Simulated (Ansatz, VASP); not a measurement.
**Al in VASP and in Ansatz**

INCAR

```
PREC = Accurate
ENCUT = 520
EDIFF = 1E-7
ISMEAR = -1
SIGMA = 0.1
LREAL = False
LASPH = True
NELM = 80
ALGO = Normal
ISIF = 2
LWAVE = False
LCHARG = False
GGA = RE
NBANDS = 14
```

The input KPOINTS:

```
Automatic mesh
0
Gamma
  14 14 4
```

File POSCAR:

```
Al
1.0
    2.8206652492      0.0000000000      0.0000000000
   -1.4103326246      2.4427677614      0.0000000000
    0.0000000000      0.0000000000      9.3609214676
Al
4
Direct
    0.0000000000      0.0000000000      0.0000000000
    0.0000000000      0.0000000000      0.5000000000
    0.3333333333      0.6666666667      0.2500000000
    0.6666666667      0.3333333333      0.7500000000
```

Input for Ansatz:

```yaml
crystal:
  lattice:
    - [2.8206652492, 0.0, 0.0]
    - [-1.4103326246, 2.4427677614, 0.0]
    - [0.0, 0.0, 9.3609214676]
  atoms:
    - { symbol: Al, position: [0.0, 0.0, 0.0] }
    - { symbol: Al, position: [0.0, 0.0, 0.5] }
    - { symbol: Al, position: [0.3333333333, 0.6666666667, 0.25] }
    - { symbol: Al, position: [0.6666666667, 0.3333333333, 0.75] }
hamiltonian:
  xc: revpbe
  pseudopotentials:
    kind: paw
    azcp:
      Al: "pseudopotentials/Al.paw.azcp"
basis:
  ecutwfc: 420
  fft_grid_basis: typed
kpoints:
  mp_grid: { grid: [14, 14, 4], shift: [0, 0, 0] }
magnetization:
  spin_polarized: false
scf:
  occupations: { method: fermi_dirac, width: 0.1 }
  lower_state_search: "off"
output:
  stress: true
  write_density: true
  write_potential: true
  elf: true
  volumetric_format: npy
```

Alike in both runs: task single point; functional revPBE; k mesh 14 × 14 × 4; occupations fermi-dirac, width 0.1 eV; no spin polarisation.

```csv
,VASP,Ansatz
version,VASP 6.6.1,Ansatz 0.2.0
potentials or method,"VASP PAW PBE potentials, release 64 (Al)","plane waves (420 eV) with PAW, scalar-relativistic"
plane-wave cutoff (eV),520,420
valence electrons in the cell,12,12
```

```tsv
	VASP	Ansatz	Ansatz less VASP
pressure (GPa)	3.2	3.4	+0.19
```

Caveats: the PAW data sets were made with another functional, which shifts forces and pressure a little (VASP).
